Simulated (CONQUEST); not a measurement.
Crystal: Ag.

```
CELL_PARAMETERS angstrom
2.88888 0.00000 0.00000
0.00000 2.88888 0.00000
0.00000 0.00000 4.08550
ATOMIC_POSITIONS crystal
Ag 0.00000 0.00000 0.00000
Ag 0.50000 0.50000 0.50000
```

| Property | Result |
| --- | --- |
| Program | CONQUEST 1.3 |
| Task | single point |
| Functional | PBE |
| Potentials or basis | PseudoDojo NC PBE, DZ, grid cutoff 120 Ha |
| k mesh | 9 × 9 × 7 |
| Occupations | fermi-dirac, width 0.05 eV |
| Spin | no spin polarisation |

On this cell: pressure 4.4 GPa; largest force zero by symmetry; band gap on the k mesh none (metal or under the smearing width).

The same run follows on a disturbed copy (atoms of the box moved at random, drawn with an rms of 0.05 Å):

```
Ag
1.0
     2.88888    0.00000    0.00000
     0.00000    2.88888    0.00000
     0.00000    0.00000    4.08550
Ag
2
Direct
  0.99291 0.97684 0.98912
  0.51069 0.49222 0.51112
```

Task: What changes?

Result: The energy (extrapolated to zero smearing) moves by +20.1 meV/atom; pressure 5.2 GPa; largest force 0.755 eV/Å; band gap on the k mesh none (metal or under the smearing width).

Forces on the atoms (eV/Å):
```
Ag   0.158  0.151  0.723
Ag  -0.157 -0.152 -0.723
```

Caveats: the atomic basis is small; the basis of atomic orbitals isn't converged, which shifts pressures, moduli and gaps; the real-space grid breaks the cell's symmetry a little (some runs).
